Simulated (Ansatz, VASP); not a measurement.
Two plane-wave programs on Te

```
Te
1.0
     2.30590    1.33131    1.69095
    -2.30590    1.33131    1.69095
     0.00000   -2.66263    1.69095
Te
1
Direct
  0.50000 0.50000 0.50000
```

This isn't the form of Te at room conditions, which is trigonal, of chains.

Alike in both runs: task relaxation of cell and atoms; functional BLYP; k mesh 9 × 9 × 9; occupations fermi-dirac, width 0.05 eV; no spin polarisation.

|  | VASP | Ansatz |
| --- | --- | --- |
| version | VASP 6.6.1 | Ansatz 0.2.0 |
| potentials or method | VASP PAW PBE potentials, release 64 (Te) | Ansatz PAW |
| plane-wave cutoff (eV) | 600 | 420 |
| valence electrons in the cell | 6 | 16 |

|  | VASP | Ansatz | Ansatz less VASP |
| --- | --- | --- | --- |
| gap on the k mesh at the Fermi level, each at its own relaxed structure (eV) | none | none | - |
| relaxed volume (Å³/atom) | 35.99 | 35.87 | -0.123 |
| relaxed cell length with the largest relative difference (Å) | 3.302 | 3.298 | -0.0038 |
| energy change over the relaxation (meV/atom) | -103 | -98 | +4.7 |

A gap of «none» marks a metal or a gap that the smearing closes. The two sets of potentials don't hold the same shells in valence.

Caveats: the volume moved by over 15 % at a fixed basis, so the end points are rough; the PAW data sets were made with another functional, which shifts forces and pressure a little (VASP); the plane-wave basis is chosen anew once the cell has moved, so the energies of steps on either side of that aren't comparable (Ansatz); the PAW data sets come from PBE, with cores solved anew for the run's functional, which leaves a small shift of forces and pressure (Ansatz). The runs have no spin-orbit coupling, so splittings on Te are missing.
